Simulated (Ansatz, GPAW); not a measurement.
Given: the input of a run of Ansatz 0.2.0 on CoO. The cell is a database's computed one, not the measured one.

input.yaml

```yaml
crystal:
  lattice:
    - [1.505469545, 0.8691832471, 2.4399269067]
    - [-1.505469545, 0.8691832471, 2.4399269067]
    - [0.0, -1.7383664941, 2.4399269067]
  atoms:
    - { symbol: O, position: [0.5, 0.5000000001, 0.5] }
    - { symbol: Co, position: [0.0, 0.0, 0.0], spin: 2.0 }
hamiltonian:
  xc: lda
  pseudopotentials: { kind: paw }
magnetization:
  spin_polarized: true
kpoints:
  mp_grid: { grid: [11, 11, 11] }
scf:
  occupations: { method: gaussian, width: 0.05 }
output:
  forces: true
  stress: true
  eigenvalues: true
```

Potentials or basis: Ansatz PAW.

Command:

```console
$ ansatz run input.yaml --threads 1 --pin off --max-ram 3584MiB --backend cpu --events-out ev --progress --plain --runs-dir out
```

Q: What does the same run look like in GPAW 26.7.0 (ASE script)? Potentials or basis there: the program's PAW data sets (release 1.2.1) made for this functional, cutoff 800 eV.

A: As run (cutoffs and basis follow the program's own potentials, and thresholds, step limits or extra output files can differ):

Contents of run.py:

```python
from ase.dft.bandgap import bandgap
from ase.io import read, write
from ase.units import GPa
from gpaw import GPAW, PW

atoms = read('POSCAR')
atoms.set_initial_magnetic_moments([0.0, 2.0])

calc = GPAW(mode=PW(800),
            xc='LDA',
            kpts={'size': (11, 11, 11), 'gamma': True},
            occupations={'name': 'methfessel-paxton', 'order': 0, 'width': 0.05},
            nbands=17,
            convergence={'density': 1e-05, 'energy': 1e-05},
            maxiter=150,
            txt='gpaw.txt')
atoms.calc = calc
energy = atoms.get_potential_energy()
forces = atoms.get_forces()
stress = atoms.get_stress()
calc.write('gs.gpw')
write('result.traj', atoms)
print(f'Energy: {energy:.6f} eV')
print('Forces (eV/A):')
print(forces.round(4))
print('Stress (GPa):', (stress / GPa).round(3))
print('Moments:', calc.get_magnetic_moments().round(3))
print('Fermi level:', round(calc.get_fermi_level(), 4), 'eV')
print(f'Gap: {bandgap(calc)[0]:.4f} eV, direct: {bandgap(calc, direct=True)[0]:.4f} eV')
```

Contents of POSCAR:

```
CoO
1.0
    1.5054695450      0.8691832471      2.4399269067
   -1.5054695450      0.8691832471      2.4399269067
    0.0000000000     -1.7383664941      2.4399269067
O Co
1 1
Direct
    0.5000000000      0.5000000001      0.5000000000
    0.0000000000      0.0000000000      0.0000000000
```

Potentials or basis: the program's PAW data sets (release 1.2.1) made for this functional, pw.

Launch:

```console
$ OMP_NUM_THREADS=1 python run.py
```

Both were run:

|  | Ansatz | GPAW |
| --- | --- | --- |
| Pressure | -18.1 GPa | -17.4 GPa |
| Net moment | 2.85 μB per cell | 2.84 μB per cell |

Ansatz's pressure holds a Pulay term of +0.99 GPa for its cutoff of 420 eV, which the other run lacks.

The potentials hold 23 and 15 valence electrons a cell.

Ansatz's potentials were made for PBE.

Where Ansatz's input types no cutoff or centring, it takes its own default and a Γ-centred mesh.

The two programs' LDA may be different fits to the electron gas.

The magnetic state is the one that the start led to; the real crystal's order can differ.

The cell lies far from this level's equilibrium.

Pressure is positive in compression.
